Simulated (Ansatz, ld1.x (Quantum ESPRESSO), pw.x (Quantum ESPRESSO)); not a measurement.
Sb (Z = 51) (fcc): variants of one ultrasoft potential in the solid

Sb (Z = 51), ultrasoft, made with ld1.x (Quantum ESPRESSO) 7.5 (PBE, scalar-relativistic). Core [Kr] 4d10, reference 5s2 5p3. Waves: 5s (bound): rcut 1.70, rcutus 1.95 bohr; 5s channel at -0.6 Ry: rcut 1.70, rcutus 1.95 bohr; 5p (bound): rcut 2.60, rcutus 2.85 bohr; 5p channel at 0.5 Ry: rcut 2.60, rcutus 2.85 bohr; 5d channel at 0.15 Ry: rcut 2.45, rcutus 2.60 bohr. Local part: all-electron potential smoothed inside 2.20 bohr (lloc = -2). Core correction: none. Augmentation charge: built from norm-conserving waves at rcut, not smoothed further.

Crystal test: fcc Sb in pw.x 7.5, no spin, 12³ k-points, Fermi–Dirac smearing 0.01 Ry, cutoffs set for each file from its atomic test. The reference is all-electron LAPW (Ansatz 0.2.0) with the same functional, mesh and smearing; V0 and B0 come from Birch–Murnaghan fits to the pressures at five volumes. Errors are pseudo minus all-electron; Δ is the rms difference of the E(V) curves that follow from these fits, minima aligned, over ±6 % about the mean V0. Mesh and smearing are coarse, so the numbers serve the comparison and aren't converged zero-temperature values; the lattice is a test structure that the element need not adopt.

All-electron: a0 = 4.797 Å (V0 = 27.60 Å³/atom), B0 = 57.8 GPa.

2 further variants are left out: they gave no file fit for a test, a broken result, the same result as the base, or pressures whose basis-set error rivals the error shown.

| change | cutoffs (Ry) | pw.x | a0 (Å) | a0 error (%) | B0 error (%) | Δ (meV/atom) | mean pressure error (GPa) |
| --- | --- | --- | --- | --- | --- | --- | --- |
| base | 40/600 | converged | 4.800 | +0.07 | +2.7 | 0.8 | +0.14 |
| local potential all-electron potential smoothed inside 2.12 bohr (lloc = -2) | 40/600 | converged | 4.799 | +0.03 | +2.6 | 0.4 | +0.07 |
| wave 5d channel at 0.15 Ry: rcut 2.45, rcutus 2.60 bohr becomes 5d channel at 0.15 Ry: rcut 2.45, rcutus 2.92 bohr | 40/600 | converged | 4.800 | +0.07 | +2.6 | 0.8 | +0.14 |
| type TM; waves now 5s (bound): rc 1.95 bohr; 5p (bound): rc 2.85 bohr; 5d channel at 0.15 Ry: rc 2.60 bohr; local potential all-electron potential smoothed inside 2.00 bohr (lloc = -1) | 45/180 | converged | 4.777 | -0.42 | +4.5 | 4.5 | -0.74 |
